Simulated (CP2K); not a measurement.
Au under changes of volume

One of the cells (18.207 Å³/atom); the others are scaled copies at fixed shape and fractional positions:

```
CELL_PARAMETERS angstrom
2.87047 0.00000 0.00000
-0.95682 2.70631 0.00000
-0.95682 -1.35315 2.34373
ATOMIC_POSITIONS crystal
Au 0.00000 0.00000 0.00000
```

This isn't the form of Au at room conditions, which is fcc.

| Property | Result |
| --- | --- |
| Program | CP2K 2026.2 |
| Functional | PBEsol |
| Potentials or basis | POTENTIAL_UZH Au GTH-PBE-q11; TZVP-MOLOPT-PBE-GTH basis |
| Density cutoff | 6803 eV |
| k mesh | 11 × 11 × 11 |
| Occupations | fermi-dirac, width 0.1 eV |
| Spin | no spin polarisation |

```tsv
volume (Å³/atom)	energy over the lowest point (meV/atom)	pressure (GPa)
17.115	?	?
17.479	1.82	2.6
17.843	0.00	-0.9
18.207	5.50	-3.9
18.571	17.36	-6.5
18.935	34.74	-8.8
19.299	56.92	-10.8
```

Q: What does the run at 17.115 Å³/atom give?

A: Energy over the lowest point 12.07 meV/atom; pressure 6.6 GPa.

Worked out: A Birch-Murnaghan fit of order 3 (a polynomial in V^(-2/3)) to the other rows has its minimum at 17.74 Å³/atom with B0 = V·E''(V) = 163 GPa and B' = 5.8. It gives 12.04 meV/atom at 17.115 Å³/atom, against the run's 12.07, and -dE/dV = 6.5 GPa, against 6.6.

Energies are extrapolated to zero smearing.

Caveats: with these potentials and basis sets, volumes of gold and of layered tellurides can stand 1.5 % and more from those of plane-wave programs; the potentials were made for another functional, which shifts forces and pressure; the basis of atomic orbitals isn't converged, which shifts pressures, moduli and gaps.
